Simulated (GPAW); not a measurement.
Crystal: Ir.

```
Ir
1.0
     0.00000    1.91560    1.91560
     1.91560    0.00000    1.91560
     1.91560    1.91560    0.00000
Ir
1
Direct
  0.00000 0.00000 0.00000
```

Base run:

- Program: GPAW 26.7.0
- Functional: PBEsol
- Potentials or basis: PAW data sets generated in the run's folder for this functional
- Cutoff: 600 eV
- Basis: pw
- k mesh: 12 × 12 × 12
- Occupations: fermi-dirac, width 0.05 eV
- Spin: no spin polarisation

Its results: pressure -2.0 GPa.

Q: The run is repeated on the same cell with these changes: functional from PBEsol to BLYP. What comes out?

A: Pressure 26.1 GPa.

BLYP binds less tightly than PBEsol, so the same cell stands under more pressure.

Caveats: so large a pressure means that the cell lies far from this level's equilibrium, or that cutoff or potentials fall short (some runs).
